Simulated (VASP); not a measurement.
# LiF (P6_3mc) in VASP: settings compared, part 2 of 2

VASP 6.6.1. Earlier steps stand in the parts before.

### 5 Relaxation of the atoms, r2SCAN (atoms moved at random, drawn with an rms of 0.15 Å)

Contents of INCAR:

```
PREC = Accurate
ENCUT = 520
EDIFF = 1E-7
ISMEAR = 0
SIGMA = 0.05
LREAL = False
LASPH = True
NELM = 60
ALGO = Normal
ISIF = 2
LWAVE = False
LCHARG = False
METAGGA = R2SCAN
LMIXTAU = True
IBRION = 2
NSW = 60
EDIFFG = -0.02
```

Contents of KPOINTS:

```
Automatic mesh
0
Gamma
  7 7 5
```

Contents of POSCAR:

```
LiF
1.0
    3.0609398175      0.0000000000      0.0000000000
   -1.5304699087      2.6508516414      0.0000000000
    0.0000000000      0.0000000000      4.8073245700
F Li
2 2
Direct
    0.6843610000      0.3007830000      0.4939390000
    0.3490960000      0.6834980000      1.0194890000
    0.6717390000      0.3591680000      0.8924360000
    0.2998200000      0.7036060000      0.3730180000
```

Potentials or basis: VASP PAW PBE potentials, release 64 (F, Li_sv).

Command:

```bash
> cat potpaw_PBE.64/F/POTCAR potpaw_PBE.64/Li_sv/POTCAR > POTCAR
> mpirun -np 1 vasp_std > vasp.out
```

OUTCAR:

```text
PREC = Accurate
   ENCUT = 520
   EDIFF = 1E-7
   ISMEAR = 0
   LREAL = False
   LASPH = True
   NELM = 60
   ISIF = 2
   METAGGA = R2SCAN
   IBRION = 2
   NSW = 60
   EDIFFG = -0.02

 ion  position               nearest neighbor table
   1  0.684  0.301  0.494-   4 1.71   4 1.76   3 1.93   4 2.17
   2  0.349  0.683  0.019-   4 1.71   3 1.82   3 1.89   3 1.90
   3  0.672  0.359  0.892-   2 1.82   2 1.89   2 1.90   1 1.93
   4  0.300  0.704  0.373-   1 1.71   2 1.71   1 1.76   1 2.17

  LATTYP: Found a hexagonal cell.
 ALAT       =     3.0609398175
 C/A-ratio  =     1.5705387419

  Lattice vectors:

 A1 = (   3.0609398175,   0.0000000000,   0.0000000000)
 A2 = (  -1.5304699087,   2.6508516414,   0.0000000000)
 A3 = (   0.0000000000,   0.0000000000,   4.8073245700)

Analysis of symmetry for initial positions (statically):
=====================================================================
 Subroutine PRICEL returns:
 Original cell was already a primitive cell.

 Routine SETGRP: Setting up the symmetry group for a
 hexagonal supercell.

 Subroutine GETGRP returns: Found  1 space group operations
 (whereof  1 operations were pure point group operations)
 out of a pool of 24 trial point group operations.

[... 359 lines left out ...]

 number of electron      19.9999994 magnetization

 Free energy of the ion-electron system (eV)
  ---------------------------------------------------
  ext. energy  EPLUGINS =         0.00000000
  ---------------------------------------------------
  free energy    TOTEN  =       -23.65758023 eV

  energy without entropy =      -23.65758023  energy(sigma->0) =      -23.65758023

 E-fermi :  -2.8065     XC(G=0):  -9.4429

 val. band max:       -3.0238227849   @ k =   0.0000   0.0000   0.0000
 cond. band min:       5.7327846207   @ k =   0.0000   0.0000   0.0000
 fundamental gap:      8.7566074057
 Fermi energy:        -2.8065060643

 k-point     1 :       0.0000    0.0000    0.0000
  band No.  band energies     occupation
      1     -44.5219      2.00000
      2     -44.4771      2.00000
      3     -23.6001      2.00000
      4     -23.3820      2.00000
      5      -5.1907      2.00000
      6      -3.4874      2.00000
      7      -3.4819      2.00000
      8      -3.1691      2.00000
      9      -3.1589      2.00000
     10      -3.0238      2.00000
     11       5.7328      0.00000
     12      10.1028      0.00000
     13      13.5551      0.00000
     14      17.0823      0.00000
[... 377 lines left out ...]
      1     -44.4767      2.00000
      2     -44.4681      2.00000
      3     -23.4179      2.00000
      4     -23.3824      2.00000
      5      -5.0453      2.00000
      6      -4.4071      2.00000
      7      -4.0210      2.00000
      8      -3.9866      2.00000
      9      -3.6638      2.00000
     10      -3.5406      2.00000
     11       9.6249      0.00000
     12      11.0638      0.00000
     13      12.4587      0.00000
     14      13.1979      0.00000

 [... further k-points ...]

------------------------ aborting loop because EDIFF is reached ----------------------------------------

  FORCE on cell =-STRESS in cart. coord.  units (eV):
  Direction    XX          YY          ZZ          XY          YZ          ZX
  --------------------------------------------------------------------------------------
  -------------------------------------------------------------------------------------
  Total        0.0559207      0.0847585      0.0459641     -0.0079561     -0.0068318     -0.0189169
  in kB        2.2968882      3.4813702      1.8879291     -0.3267890     -0.2806109     -0.7769933
  external PRESSURE =       2.5553958 kB  Pullay stress =       0.0000000 kB
[... 19 lines left out ...]
  FREE ENERGIE OF THE ION-ELECTRON SYSTEM (eV)
  ---------------------------------------------------
  free  energy   TOTEN  =       -23.6575802311 eV

  energy  without entropy=      -23.6575802310  energy(sigma->0) =      -23.65758023

 reached required accuracy - stopping structural energy minimisation
```

OSZICAR:

```text
N       E                     dE             d eps       ncg     rms          rms(c)
DAV:   1     0.131017518950E+03    0.13102E+03   -0.11677E+04  3468   0.160E+03
DAV:   2    -0.185429761542E+02   -0.14956E+03   -0.14671E+03  3936   0.377E+02
DAV:   3    -0.301631736958E+02   -0.11620E+02   -0.11587E+02  6602   0.845E+01
[... 255 lines left out ...]
DAV:   7    -0.236575784802E+02   -0.35097E-05   -0.59823E-07  3532   0.990E-03    0.159E-03
DAV:   8    -0.236575794521E+02   -0.97184E-06   -0.32398E-07  3472   0.836E-03    0.775E-04
DAV:   9    -0.236575800790E+02   -0.62692E-06   -0.17188E-07  2538   0.642E-03    0.266E-04
DAV:  10    -0.236575801973E+02   -0.11829E-06   -0.43062E-08  2754   0.311E-03    0.126E-04
DAV:  11    -0.236575802311E+02   -0.33757E-07   -0.16398E-08  2022   0.189E-03
  15 F= -.23657580E+02 E0= -.23657580E+02  d E =-.169460E-03
```

CONTCAR:

```text
LiF
   1.00000000000000
     3.0609398175000000    0.0000000000000000    0.0000000000000000
    -1.5304699087000000    2.6508516414000001    0.0000000000000000
     0.0000000000000000    0.0000000000000000    4.8073245699999996
  F               Li
     2     2
Direct
     0.6658981286448791    0.3424843562801587    0.5020078765700690
     0.3370471781341424    0.6807404196545347    0.0020333581940311
     0.6704845060653651    0.3477196314361590    0.8873186122615901
     0.3315861871556181    0.6761105926291475    0.3875221529743124

  0.00000000E+00  0.00000000E+00  0.00000000E+00
  0.00000000E+00  0.00000000E+00  0.00000000E+00
  0.00000000E+00  0.00000000E+00  0.00000000E+00
  0.00000000E+00  0.00000000E+00  0.00000000E+00
```

Run time: 33 min. Hardware: 1 thread of AMD EPYC 9R45 (Zen 5), shared host; peak memory 0.17 GiB.

Results:

| Quantity | Value |
| --- | --- |
| Free energy | -23.6576 eV |
| Energy gained by relaxing | 56.9 meV/atom |
| Ionic steps | 15 |
| Largest force after relaxing | 0.017 eV/Å |
| Band gap on the k mesh | 8.76 eV, direct |

Forces in eV/Å, atoms in the order of the input:
```
F   -0.008  0.014 -0.004
F   -0.001  0.001 -0.004
Li   0.001 -0.014  0.003
Li   0.008 -0.001  0.005
```

The path:
```csv
step,energy change (eV),largest force (eV/Å),pressure (GPa)
1,0.0000,1.0599,2.94
2,-0.1124,0.7049,1.49
3,-0.1663,0.5864,0.77
4,-0.1694,0.6011,0.68
5,-0.2075,0.3749,0.31
6,-0.2195,0.2373,0.22
7,-0.2259,0.0871,0.26
8,-0.2266,0.0493,0.27
9,-0.2265,0.0648,0.26
10,-0.2268,0.0412,0.26
11,-0.2271,0.0325,0.26
12,-0.2273,0.0303,0.26
13,-0.2274,0.0263,0.26
14,-0.2275,0.0347,0.26
15,-0.2276,0.0167,0.26
```

Final structure:
```xyz
4
Lattice="3.0609 0.0000 0.0000 -1.5305 2.6509 0.0000 0.0000 0.0000 4.8073" Properties=species:S:1:pos:R:3 pbc="T T T"
F     1.5141    0.9079    2.4133
F    -0.0102    1.8045    0.0098
Li    1.5201    0.9218    4.2656
Li   -0.0198    1.7923    1.8629
```

Caveat: the cutoff is under 1.25 times the usual one of these potentials, so pressure, stress and relaxed cells hold a basis-set (Pulay) error; the PAW data sets were made with another functional, which shifts forces and pressure a little; an odd mesh through Γ misses points on the zone boundary, where band edges often lie.

### 6 Single point, r2SCAN

Contents of INCAR:

```
SYSTEM = LiF
ALGO     = Normal         ! electronic algorithm
EDIFF    = 1E-6           ! SCF threshold, eV
ENCUT    = 520            ! plane-wave cutoff, eV
ISIF     = 2              ! what is computed and relaxed
ISMEAR   = -1             ! smearing method
LASPH    = .True.         ! aspherical terms in the spheres
LCHARG   = .False.        ! write CHGCAR
LMIXTAU  = .True.       
LREAL    = .False.        ! projectors in reciprocal space
LWAVE    = .False.        ! write WAVECAR
METAGGA  = R2SCAN         ! meta-GGA
NBANDS   = 18             ! bands
NELM     = 100            ! most SCF steps
PREC     = Accurate       ! precision mode
SIGMA    = 0.05           ! smearing width, eV
```

Contents of KPOINTS:

```
k-points
0
Gamma
  10 10 6
  0 0 0
```

Contents of POSCAR:

```
LiF
1.0
    3.0609398175      0.0000000000      0.0000000000
   -1.5304699087      2.6508516414      0.0000000000
    0.0000000000      0.0000000000      4.8073245700
F Li
2 2
Direct
    0.6666666667      0.3333333333      0.4938437400
    0.3333333333      0.6666666667      0.9938437400
    0.6666666667      0.3333333333      0.8811542600
    0.3333333333      0.6666666667      0.3811542600
```

Potentials or basis: VASP PAW PBE potentials, release 64 (F, Li_sv).

Command:

```bash
> cat potpaw_PBE.64/F/POTCAR potpaw_PBE.64/Li_sv/POTCAR > POTCAR
> mpirun -np 1 vasp_std > vasp.out
```

Run time: 2.3 min. Hardware: 1 thread of AMD EPYC 9R45 (Zen 5), shared host; peak memory 0.14 GiB.

It converged, with:

```
Free energy            : -23.6570 eV
Largest force          : 0.012 eV/Å
Band gap on the k mesh : 8.75 eV, direct
```

Forces on the atoms (eV/Å):
```
F    0.000  0.000 -0.012
F    0.000  0.000 -0.012
Li   0.000  0.000  0.012
Li   0.000  0.000  0.012
```

Levels at points of the mesh, in eV from the valence-band top:
```tsv
k point	band 7	band 8	band 9	band 10	band 11	band 12	band 13	band 14
(0.00, 0.00, 0.00)	-0.47	-0.15	-0.15	0.00	8.75	13.12	16.58	20.13
(0.50, 0.00, 0.00)	-1.03	-1.02	-0.54	-0.39	12.14	13.21	16.07	16.27
(0.00, 0.00, 0.50)	-0.31	-0.31	-0.31	-0.31	10.47	10.47	19.06	19.06
(0.50, 0.00, 0.50)	-0.71	-0.71	-0.57	-0.57	12.13	12.13	16.14	16.14
```

Caveat: the cutoff is under 1.25 times the usual one of these potentials, so pressure, stress and relaxed cells hold a basis-set (Pulay) error; the PAW data sets were made with another functional, which shifts forces and pressure a little. r2SCAN opens gaps a little over a GGA but as a rule still falls short of measured ones.

### 7 Summary

```csv
task,level,cell,k mesh,cutoff (eV),smearing,gap on the mesh (eV),pressure (GPa),relaxed volume (Å³/atom),largest force (eV/Å)
relaxation of cell and atoms,r2SCAN,relaxed,10 × 10 × 6,600,gaussian 0.05 eV,8.75,0.0,-,0.01
relaxation of cell and atoms,LAK,relaxed,10 × 10 × 6,600,gaussian 0.05 eV,8.61,-0.1,9.72,-
relaxation of cell and atoms,r2SCAN+D4,relaxed,10 × 10 × 6,600,gaussian 0.05 eV,8.79,0.0,9.70,0.01
relaxation of the atoms,r2SCAN,"atoms relaxed from: atoms moved at random, drawn with an rms of 0.15 Å",7 × 7 × 5,520,gaussian 0.05 eV,8.76,-,-,0.02
single point,r2SCAN,as given,10 × 10 × 6,520,fermi-dirac 0.05 eV,8.75,-,-,0.01
```

Alike in all rows: potentials or basis VASP PAW PBE potentials, release 64 (F, Li_sv); no spin polarisation.

Caveats: the cutoff is under 1.25 times the usual one of these potentials, so pressure, stress and relaxed cells hold a basis-set (Pulay) error; the PAW data sets were made with another functional, which shifts forces and pressure a little; the relaxation stopped at its first step, so nothing moved (some runs); an odd mesh through Γ misses points on the zone boundary, where band edges often lie (some runs).

Absolute energies hang on the potentials; compare differences alone.
